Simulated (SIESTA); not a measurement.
# CdSe (Cadmoselite) under changes of volume

One of the cells (28.102 Å³/atom); the others are scaled copies at fixed shape and fractional positions:

```
Cd Se
1.0
     4.30000    0.00000    0.00000
    -2.15000    3.72391    0.00000
     0.00000    0.00000    7.02000
Cd Se
2 2
Direct
  0.66667 0.33333 0.50000
  0.33333 0.66667 0.00000
  0.66667 0.33333 0.88500
  0.33333 0.66667 0.38500
```

| Quantity | Value |
| --- | --- |
| Program | SIESTA 5.4.2 |
| Functional | PBE |
| Potentials or basis | PseudoDojo 0.4 standard (PBE files) |
| Basis | SZP (energy shift 0.01 Ry) |
| Grid cutoff | 800 Ry |
| Energy shift | 0.01 Ry |
| k mesh | 7 × 7 × 4 |
| Occupations | fermi-dirac, width 0.05 eV |
| Spin | no spin polarisation |

```csv
volume (Å³/atom),energy over the lowest point (meV/atom),pressure (GPa),gap on the mesh (eV),largest force (eV/Å)
26.416,59.49,7.5,1.56,0.470
26.978,36.36,5.7,1.48,0.441
27.540,19.42,4.0,1.40,0.414
28.102,7.93,2.5,1.33,0.393
28.665,?,?,?,?
29.227,0.00,-0.1,1.19,0.348
29.789,2.21,-1.2,1.13,0.323
```

Problem. What does the run at 28.665 Å³/atom give?

Solution. Energy over the lowest point 1.55 meV/atom; pressure 1.2 GPa; gap on the mesh 1.26 eV; largest force 0.367 eV/Å.

Worked out: A Birch-Murnaghan fit of order 3 (a polynomial in V^(-2/3)) to the other rows has its minimum at 29.18 Å³/atom with B0 = V·E''(V) = 61 GPa and B' = 4.4 at fixed shape and positions, which overstates the stiffness. It gives 1.70 meV/atom at 28.665 Å³/atom, against the run's 1.55, and -dE/dV = 1.1 GPa, against 1.2. A straight line through the other rows of the gap, of slope -3.58 eV per unit of ln V (its deformation potential), gives 1.26 eV, against the run's 1.26.

Energies are extrapolated to zero smearing.

Caveats: an odd mesh through Γ misses points on the zone boundary, where band edges often lie; the basis of atomic orbitals isn't converged, which shifts pressures, moduli and gaps. Spin-orbit coupling on Cd, Se is left out.
